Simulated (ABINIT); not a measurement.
Input of an ABINIT 10.8.3 (patched build) run:

Contents of run.abi:

```
# Datasets: ground state, then fixed potential
ndtset 2

# Pseudopotentials
pp_dirpath "./"
pseudos "Cd.GGA_PBE-JTH.xml, Se.GGA_PBE-JTH.xml"

# Structure
acell 4.3420191692 4.3420191692 4.3420191692 Angstrom
rprim
     0.0000000000     0.7071067812     0.7071067812
     0.7071067812     0.0000000000     0.7071067812
     0.7071067812     0.7071067812     0.0000000000
ntypat 2
znucl 48 34
natom 2
typat 1 2
xred
     0.0000000000     0.0000000000     0.0000000000
     0.2500000000     0.2500000000     0.2500000000

# Plane-wave basis
ecut 17.0
pawecutdg 34.0

# Exchange and correlation
ixc 27

# Bands and occupations
occopt 3
tsmear 0.05 eV

# SCF cycle
nstep 100

# Output
iomode 3
prtwf 0
prteig 0
prtebands 0
prtden1 1

# Dataset 1
kptopt1 1
ngkpt1 8 8 8
nshiftk1 1
shiftk1 0.0 0.0 0.0
nband1 13
tolvrs1 1.0e-9

# Dataset 2: bands along G-X-W-K-G-L-U-W-L-K
iscf2 -2
getden2 1
nband2 17
nbdbuf2 2
tolwfr2 1.0e-12
kptopt2 -9
ndivsm2 5
prteig2 1
prtvol2 -3
kptbounds2
     0.0000000000     0.0000000000     0.0000000000
     0.5000000000     0.0000000000     0.5000000000
     0.5000000000     0.2500000000     0.7500000000
     0.3750000000     0.3750000000     0.7500000000
     0.0000000000     0.0000000000     0.0000000000
     0.5000000000     0.5000000000     0.5000000000
     0.6250000000     0.2500000000     0.6250000000
     0.5000000000     0.2500000000     0.7500000000
     0.5000000000     0.5000000000     0.5000000000
     0.3750000000     0.3750000000     0.7500000000
```

Potentials or basis: JTH PAW PBE v2.0.

Command:

```console
$ abinit run.abi > log 2>&1
```

Predict the band gap on the k mesh.

0.92 eV, direct.

Levels at the corners of the path, in eV from the valence-band top:
| point | band 6 | band 7 | band 8 | band 9 | band 10 | band 11 | band 12 | band 13 |
| --- | --- | --- | --- | --- | --- | --- | --- | --- |
| Γ | -7.93 | 0.00 | 0.00 | 0.00 | 0.92 | 6.26 | 6.26 | 6.26 |
| X | -7.56 | -3.78 | -1.63 | -1.63 | 3.75 | 4.01 | 9.47 | 10.35 |
| W | -7.47 | -3.68 | -1.97 | -1.90 | 5.02 | 5.70 | 6.82 | 8.19 |
| K | -7.50 | -3.70 | -2.20 | -1.33 | 4.09 | 5.41 | 8.72 | 8.83 |
| Γ | -7.93 | 0.00 | 0.00 | 0.00 | 0.92 | 6.26 | 6.26 | 6.26 |
| L | -7.64 | -3.98 | -0.66 | -0.66 | 2.68 | 6.79 | 6.79 | 7.85 |
| U | -7.50 | -3.70 | -2.20 | -1.33 | 4.09 | 5.41 | 8.72 | 8.83 |
| W | -7.47 | -3.68 | -1.97 | -1.90 | 5.02 | 5.70 | 6.82 | 8.19 |
| L | -7.64 | -3.98 | -0.66 | -0.66 | 2.68 | 6.79 | 6.79 | 7.85 |
| K | -7.50 | -3.70 | -2.20 | -1.33 | 4.09 | 5.41 | 8.72 | 8.83 |
